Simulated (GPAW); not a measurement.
## zinc-blende (GaAs)₁₋ₓ(GaP)ₓ at x = 0: the Ga K absorption edge

What does the Ga K edge look like in zinc-blende (GaAs)₁₋ₓ(GaP)ₓ at x = 0?

Main program and level: GPAW 26.7.0; X-ray absorption from dipole matrix elements to empty bands, plane-wave PAW LDA.

This is a report of a sequence of runs, with most program output left out.

### 1. The structure

The structure is cubic, space group F-43m (No. 216). The conventional cell has a = 5.653 Å, b = 5.653 Å, c = 5.653 Å, α = 90.00°, β = 90.00°, γ = 90.00°. Nearest to Ga lie 4 As at 2.45 Å. Nearest to As lie 4 Ga at 2.45 Å. 16-atom zinc-blende cell, 0 of 8 As sites taken by P at random, lattice constants typed for the ends and interpolated (Vegard). Farther neighbours are not listed.

Structure file:

```xyz
16
Lattice="0.0000 5.6530 5.6530 5.6530 0.0000 5.6530 5.6530 5.6530 0.0000" Properties=species:S:1:pos:R:3 pbc="T T T"
Ga    0.0000    0.0000    0.0000
As    1.4132    1.4132    1.4132
Ga    2.8265    2.8265    0.0000
As    4.2397    4.2397    1.4132
Ga    2.8265    0.0000    2.8265
As    4.2397    1.4132    4.2397
Ga    5.6530    8.4795    8.4795
As    7.0662    4.2397    4.2397
Ga    0.0000    2.8265    2.8265
As    1.4132    4.2397    4.2397
Ga    8.4795    5.6530    8.4795
As    4.2397    7.0662    4.2397
Ga    2.8265    2.8265    5.6530
As    4.2397    4.2397    7.0662
Ga    5.6530    5.6530    5.6530
As    7.0662    7.0662    7.0662
```

### 2. The field without a hole

The ground state comes first: it tells whether the system has a gap, which decides how the excited electron is treated.

Input file scf.py:

```python
import numpy as np
from ase import Atoms
from ase.parallel import parprint, paropen
from gpaw import GPAW, PW, FermiDirac, Mixer, MixerDif, setup_paths
from gpaw.test import gen
setup_paths.insert(0, '.')
gen('Ga', name='nch1s', xcname='LDA', corehole=(1, 0, 0), write_xml=True)
from gpaw.mpi import world
world.barrier()

atoms = Atoms('GaAsGaAsGaAsGaAsGaAsGaAsGaAsGaAs',
    cell=[[0, 5.653, 5.653],
     [5.653, 0, 5.653],
     [5.653, 5.653, 0]],
    scaled_positions=[[0, 0, 0],
     [0.125, 0.125, 0.125],
     [0, 0, 0.5],
     [0.125, 0.125, 0.625],
     [0, 0.5, 0],
     [0.125, 0.625, 0.125],
     [1, 0.5, 0.5],
     [0.125, 0.625, 0.625],
     [0.5, 0, 0],
     [0.625, 0.125, 0.125],
     [0.5, 1, 0.5],
     [0.625, 0.125, 0.625],
     [0.5, 0.5, 0],
     [0.625, 0.625, 0.125],
     [0.5, 0.5, 0.5],
     [0.625, 0.625, 0.625]],
    pbc=True)
atoms.calc = calc = GPAW(legacy_gpaw=True, mode=PW(400, force_complex_dtype=True), xc='LDA', setups={0: 'nch1s'},
    kpts={'size': (4, 4, 4), 'gamma': True}, occupations=FermiDirac(0.05),
    charge=0, mixer=Mixer(0.1, 5, 50), maxiter=150,
    convergence={'density': 0.0001, 'eigenstates': 1e-6}, txt='scf.txt')
energy = atoms.get_potential_energy() + calc.get_reference_energy()
ef = calc.get_fermi_level()
out = dict(energy=energy, fermi=ef, forces=atoms.get_forces().tolist())
parprint(f'all-electron energy {energy:.4f} eV, Fermi level {ef:.4f} eV')
ev = np.array([[calc.get_eigenvalues(k, s) for k in range(len(calc.get_ibz_k_points()))] for s in range(calc.get_number_of_spins())])
out['homo'], out['lumo'], out['counts'] = ev[ev < ef].max(), ev[ev > ef].min(), sorted(set((ev < ef).sum((0, 2)).tolist()))
out['filled'] = (ev[:, 0] < ef).sum(1).tolist()
import json
with paropen('out.json', 'w') as f:
    json.dump(out, f)
```

Launch:

```console
OMP_NUM_THREADS=1 mpirun -n 4 gpaw python scf.py
```

The job ended after 20 s (4 MPI ranks of Intel Xeon Platinum 8488C (Sapphire Rapids), shared host; peak memory 0.3 GiB; 76 s of CPU time).

The mesh shows a gap of 0.37 eV. The excited electron is kept all the same, so that all members of the series, with or without a gap, are treated alike.

### 3. Reference energy of the cell

The photon energy needs a difference of total energies, so the cell and mesh of the coming hole run are first run without a hole.

Changes to scf.py since step 2:

```diff
@@ -20,3 +20,3 @@
      [0.125, 0.625, 0.125],
-     [1, 0.5, 0.5],
+     [0, 0.5, 0.5],
      [0.125, 0.625, 0.625],
@@ -24,3 +24,3 @@
      [0.625, 0.125, 0.125],
-     [0.5, 1, 0.5],
+     [0.5, 0, 0.5],
      [0.625, 0.125, 0.625],
@@ -32,3 +32,3 @@
 atoms.calc = calc = GPAW(legacy_gpaw=True, mode=PW(400, force_complex_dtype=True), xc='LDA', setups={0: 'nch1s'},
-    kpts={'size': (4, 4, 4), 'gamma': True}, occupations=FermiDirac(0.05),
+    kpts={'size': (3, 3, 3), 'gamma': True}, occupations=FermiDirac(0.02),
     charge=0, mixer=Mixer(0.1, 5, 50), maxiter=150,
```

Wall time 14 s (4 MPI ranks); peak memory 0.3 GiB; 54 s of CPU time.

Reference energy: -913900.404 eV with the cores included.

### 4. Spectrum with XCH, Ga atom 1

The holes are 8.0 Å apart. In GPAW the data set carries the hole's charge, so charge=0 means a charged cell and charge=-1 a neutral one. The excited electron is kept in the cell, where it fills the lowest empty states and screens the hole. After the field has converged, empty bands are computed with the density fixed and the dipole matrix elements are summed.

The absorber has 4 As at 2.45 Å (tetrahedral).

Input file xas.py:

```python
import numpy as np
from ase import Atoms
from ase.parallel import parprint, paropen
from gpaw import GPAW, PW, FermiDirac, Mixer, MixerDif, setup_paths
from gpaw.test import gen
setup_paths.insert(0, '.')
gen('Ga', name='fch1s', xcname='LDA', corehole=(1, 0, 1), write_xml=True)
from gpaw.mpi import world
world.barrier()

atoms = Atoms('GaAsGaAsGaAsGaAsGaAsGaAsGaAsGaAs',
    cell=[[0, 5.653, 5.653],
     [5.653, 0, 5.653],
     [5.653, 5.653, 0]],
    scaled_positions=[[0, 0, 0],
     [0.125, 0.125, 0.125],
     [0, 0, 0.5],
     [0.125, 0.125, 0.625],
     [0, 0.5, 0],
     [0.125, 0.625, 0.125],
     [0, 0.5, 0.5],
     [0.125, 0.625, 0.625],
     [0.5, 0, 0],
     [0.625, 0.125, 0.125],
     [0.5, 0, 0.5],
     [0.625, 0.125, 0.625],
     [0.5, 0.5, 0],
     [0.625, 0.625, 0.125],
     [0.5, 0.5, 0.5],
     [0.625, 0.625, 0.625]],
    pbc=True)
atoms.calc = calc = GPAW(legacy_gpaw=True, mode=PW(400, force_complex_dtype=True), xc='LDA', setups={0: 'fch1s'},
    kpts={'size': (3, 3, 3), 'gamma': True}, occupations=FermiDirac(0.04),
    charge=-1, mixer=Mixer(0.1, 5, 50), maxiter=150,
    convergence={'density': 0.0001, 'eigenstates': 1e-6}, txt='scf.txt')
energy = atoms.get_potential_energy() + calc.get_reference_energy()
ef = calc.get_fermi_level()
out = dict(energy=energy, fermi=ef, forces=atoms.get_forces().tolist())
parprint(f'all-electron energy {energy:.4f} eV, Fermi level {ef:.4f} eV')
ev = np.array([[calc.get_eigenvalues(k, s) for k in range(len(calc.get_ibz_k_points()))] for s in range(calc.get_number_of_spins())])
out['homo'], out['lumo'], out['counts'] = ev[ev < ef].max(), ev[ev > ef].min(), sorted(set((ev < ef).sum((0, 2)).tolist()))
out['filled'] = (ev[:, 0] < ef).sum(1).tolist()

from ase.units import Ha
from gpaw.xas import dipole_matrix_elements
nb = int(calc.get_number_of_electrons() / 2) + 185
top, nb = nb, nb + 8 + nb // 12
nscf = calc.fixed_density(kpts={'size': (4, 4, 4), 'gamma': True}, nbands=nb,
    convergence={'bands': top, 'eigenstates': 5e-3}, maxiter=60, txt='nscf.txt')
cell = atoms.cell.array
ops = [cell.T @ U.T @ np.linalg.inv(cell.T) for U in nscf.wfs.kd.symmetry.op_scc]
filled = [32]  # bands filled in the ground state, by spin
E = np.arange(-6, 30, 0.1)
fwhm = np.interp(E, [4, 25], [1.82, 3.5])
Y, X, zero, highest = 0, 0, 1e9, 1e9
for spin in range(nscf.get_number_of_spins()):
    wfs = nscf.wfs
    mine = wfs.bd.get_slice()  # this rank's bands
    A = dipole_matrix_elements(wfs.setups[0])
    eps = np.zeros((wfs.kd.nibzkpts, nb))
    d = np.zeros((3, A.shape[1], wfs.kd.nibzkpts, nb), complex)
    for kpt in wfs.kpt_u:
        if kpt.s == spin and 0 in kpt.P_ani:
            eps[kpt.k, mine] = kpt.eps_n * Ha
            d[:, :, kpt.k, mine] = (kpt.weight * wfs.nspins / 2) ** 0.5 * np.inner(A, kpt.P_ani[0])
    world.sum(eps)
    world.sum(d)
    T = np.einsum('amkn,bmkn->abkn', d, d.conj()).real
    T = sum(np.einsum('ai,ijkn,bj->abkn', R, T, R) for R in ops) / len(ops)
    empty = np.ones_like(eps, bool) & (np.arange(nb) >= filled[spin])
    zero, highest = min(zero, eps[empty].min()), min(highest, eps[:, top - 1].min())
    lines = [(eps, T, empty)] if spin == 0 else lines + [(eps, T, empty)]
for eps, T, empty in lines:
    f = np.einsum('aakn->akn', T).reshape(3, -1)
    x = eps.ravel() - zero
    w = np.interp(x, E, fwhm) / 2.35482
    g = np.exp(-0.5 * ((E[:, None] - x) / w) ** 2) / (w * (2 * np.pi) ** 0.5)
    Y = Y + (f * empty.ravel()) @ g.T
    X = X + (f * ~empty.ravel()) @ g.T
out.update(E=E.round(2).tolist(), xas=Y.tolist(), xes=X.tolist(), zero=zero, valid=highest - zero, nk=len(eps), nb=nb)
for i in range(0, len(E), 10):
    parprint(f'{E[i]:7.2f}', *(f'{v:10.3e}' for v in Y[:, i]))
import json
with paropen('out.json', 'w') as f:
    json.dump(out, f)
```

Launch:

```console
OMP_NUM_THREADS=1 mpirun -n 4 gpaw python xas.py
```

Elapsed: 60 s, on 4 MPI ranks; peak memory 0.47 GiB.

The Ga K spectrum, Ga atom 1, excited-electron core hole (neutral cell) (energy from the bottom of the conduction band, which holds the excited electron; intensity scaled to a mean of 1 over the first 20 eV):

| E (eV) | intensity |
| --- | --- |
| -2.0 | 0.00 |
| -1.4 | 0.00 |
| -0.8 | 0.02 |
| -0.2 | 0.08 |
| 0.4 | 0.23 |
| 1.0 | 0.49 |
| 1.6 | 0.81 |
| 2.2 | 1.09 |
| 2.8 | 1.32 |
| 3.4 | 1.58 |
| 4.0 | 1.82 |
| 4.6 | 1.82 |
| 5.2 | 1.55 |
| 5.8 | 1.26 |
| 6.4 | 1.09 |
| 7.0 | 1.04 |
| 7.6 | 1.01 |
| 8.2 | 0.94 |
| 8.8 | 0.90 |
| 9.4 | 0.90 |
| 10.0 | 0.96 |
| 10.6 | 1.07 |
| 11.2 | 1.19 |
| 11.8 | 1.27 |
| 12.4 | 1.25 |
| 13.0 | 1.14 |
| 13.6 | 0.99 |
| 14.2 | 0.84 |
| 14.8 | 0.73 |
| 15.4 | 0.66 |
| 16.0 | 0.63 |
| 16.6 | 0.65 |
| 17.2 | 0.70 |
| 17.8 | 0.76 |
| 18.4 | 0.79 |
| 19.0 | 0.79 |
| 19.6 | 0.76 |
| 20.2 | 0.74 |
| 20.8 | 0.73 |
| 21.4 | 0.73 |
| 22.0 | 0.73 |
| 22.6 | 0.73 |
| 23.2 | 0.72 |
| 23.8 | 0.71 |
| 24.4 | 0.70 |
| 25.0 | 0.70 |
| 25.6 | 0.71 |
| 26.2 | 0.73 |
| 26.8 | 0.74 |
| 27.4 | 0.76 |

Main maxima below 27 eV (height): 4.2 eV (1.86), 12.0 eV (1.28) and 18.6 eV (0.79). A K edge sees empty p states on the absorber.

The energy difference (zero at 10381 eV) isn't read as a photon energy: for so heavy an absorber the terms left out (the hole's spin, the functional's error) amount to tens of eV or more.

### 5. Summary of results

```json
{
 "absorber and edge": "Ga K, atom 1 of the ground-state input (counted from 1)",
 "surroundings": "4 As at 2.45 Å (tetrahedral)",
 "highest intensity below 24 eV": "4.2 eV above the zero, height 1.86"
}
```

What this shows: The Ga K edge of atom 1, with 4 As at 2.45 Å (tetrahedral), has its highest intensity of the first 24 eV at 4.2 eV above the zero, 1.9 times the mean level of the first 20 eV (Gaussian full width 1.82 eV up to 4 eV, rising linearly to 3.5 eV at 25 eV). The script folds with a Gaussian, whereas the core hole's own line is a Lorentzian, so the onset is too steep and the first peak too high.

[Logs are printed without paths, hosts, clocks, repeated set-up lines and the standing remarks that a program may print on its own settings, such as how far it seeks lower states.]

[Hosts, paths, dates, database ids (printed as entryN), source tags and the programs' standing remarks are cut or masked in the printed files.]

[Lists of maxima count a maximum above −3 eV only where it reaches 4 % of the highest in the window and stands out from its surroundings by 2 % of it (1.5 % where it reaches 55 %); shoulders and weaker maxima are passed over, and of the rest the first, up to two pre-edge ones and the few strongest are named.]
